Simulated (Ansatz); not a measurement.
# B3P2: from a trial structure to a relaxed crystal

All numbers below come from DFT PBE, scalar-relativistic, plane waves, PAW (Ansatz). Cutoff 420 eV, Γ-centred k mesh, Gaussian smearing, no spin polarisation in the final step.

The start is a random cell of B3P2 without symmetry, drawn with lower limits on the distances.

```
CELL_PARAMETERS angstrom
4.25224 0.00000 0.00000
0.67006 4.33861 0.00000
0.56684 1.10527 3.31185
ATOMIC_POSITIONS crystal
B 0.87101 0.74877 0.40756
B 0.09879 0.67390 0.81083
B 0.54950 0.23553 0.93155
P 0.13377 0.40070 0.06819
P 0.99807 0.13093 0.72994
```

Cell and atoms relax at zero pressure; the relaxation can't lower the symmetry of the start. After a coarse first stage the cell is made exact in the group found at 0.06 Å.

Energies over the elements count from the elements' standard structures at the same level, with no empirical corrections.

(1) Describe the relaxed structure.

(2) What are its volume, energy, density and gap?

## Answers

(1) It ends in Cm (No. 8). Conventional cell: a = 9.683 Å, b = 3.045 Å, c = 4.544 Å, β = 102.3°. B on Wyckoff site a (1 atom of the primitive cell) is coordinated by 3 B at 1.66–1.72 Å; B on Wyckoff site a (1 atom of the primitive cell) has 2 B at 1.72 Å and 2 P at 1.95–2.04 Å; around B on Wyckoff site a (1 atom of the primitive cell) lie 1 B at 1.66 Å, 1 P at 1.86 Å and 2 P at 2.08 Å; P on Wyckoff site a (1 atom of the primitive cell) has 2 B at 1.86–1.95 Å and 2 P at 2.32 Å; P on Wyckoff site a (1 atom of the primitive cell) is coordinated by 3 B at 2.04–2.08 Å, 2 P at 2.32 Å and 2 B at 2.37 Å.

```xyz
5
Lattice="4.8417 -1.5224 0.0000 4.8417 1.5224 0.0000 -0.9702 0.0000 4.4394" Properties=species:S:1:pos:R:3 pbc="T T T"
B     7.7292    0.0000    3.6330
B     3.2336    0.0000    4.3537
B     6.2492    0.0000    2.8722
P     5.7694    0.0000    1.0704
P     1.1965    0.0000    4.2799
```

(2) The volume per atom is 13.09 Å³ and the density is 2.39 g/cm³. The energy over the elements is 0.50 eV/atom. The gap on the 14×8×8 mesh is 0 eV (a metal).

The final run used a 14×8×8 mesh on its 5-atom cell and 0.10 eV smearing. The k mesh leaves about 4 meV/atom of noise in metals. A structure relaxed within its symmetry needn't be a true minimum. The steps took of the order of 12 core-minutes in all.